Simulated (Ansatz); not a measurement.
Set up this calculation in Ansatz 0.2.0, as the native input.

| Quantity | Value |
| --- | --- |
| Task | band structure |
| Functional | RPBE |
| Potentials or basis | Ansatz PAW |
| Cutoff | 420 eV (not typed: the program's choice for these potentials) |
| k mesh | 8 × 8 × 8 |
| Occupations | fermi-dirac, width 0.05 eV |
| Spin | no spin polarisation |
| Path | [["G", "X", "W", "K", "G", "L", "U", "W", "L", "K"], ["U", "X"]] |
| Points for each segment of the path | 14 |

Crystal: InAs.

```
CELL_PARAMETERS angstrom
0.00000 2.87730 2.87730
2.87730 0.00000 2.87730
2.87730 2.87730 0.00000
ATOMIC_POSITIONS crystal
In 0.50000 0.50000 0.50000
As 0.00000 0.00000 0.00000
```

Measurements of this composition are mostly on another form, of space group No. 216.

The input as run:

input.yaml

```yaml
crystal:
  lattice:
    - [0.0, 2.877304, 2.877304]
    - [2.877304, 0.0, 2.877304]
    - [2.877304, 2.877304, 0.0]
  atoms:
    - { symbol: In, position: [0.5, 0.5, 0.5] }
    - { symbol: As, position: [0.0, 0.0, 0.0] }
hamiltonian:
  xc: rpbe
  pseudopotentials: { kind: paw }
kpoints:
  mp_grid: { grid: [8, 8, 8] }
  band_path:
    path:
      - [[0.0, 0.0, 0.0], [0.5, 0.0, 0.5], [0.5, 0.25, 0.75], [0.375, 0.375, 0.75], [0.0, 0.0, 0.0], [0.5, 0.5, 0.5], [0.625, 0.25, 0.625], [0.5, 0.25, 0.75], [0.5, 0.5, 0.5], [0.375, 0.375, 0.75]]
      - [[0.625, 0.25, 0.625], [0.5, 0.0, 0.5]]
    npoints: 14
scf:
  occupations: { method: fermi_dirac, width: 0.05 }
  n_extra_bands: 6
output:
  forces: true
  stress: true
  eigenvalues: true
  fatbands: false
```

Potentials or basis: Ansatz PAW.

Command:

```sh
$ ansatz run input.yaml --threads 2 --pin off --max-ram 5632MiB --backend cpu --events-out ev --progress --plain --runs-dir out
```

Results of the run:

The pressure is 1.7 GPa and the band gap on the k mesh is none (metal or under the smearing width).

Caveat: spin-orbit coupling is left out, which moves the levels of the heavy elements; the PAW data sets come from PBE, with cores solved anew for the run's functional, which leaves a small shift of forces and pressure.

It took 3.7 s on 2 threads of Arm Neoverse V1, with other jobs on the host, peak memory 0.33 GiB.
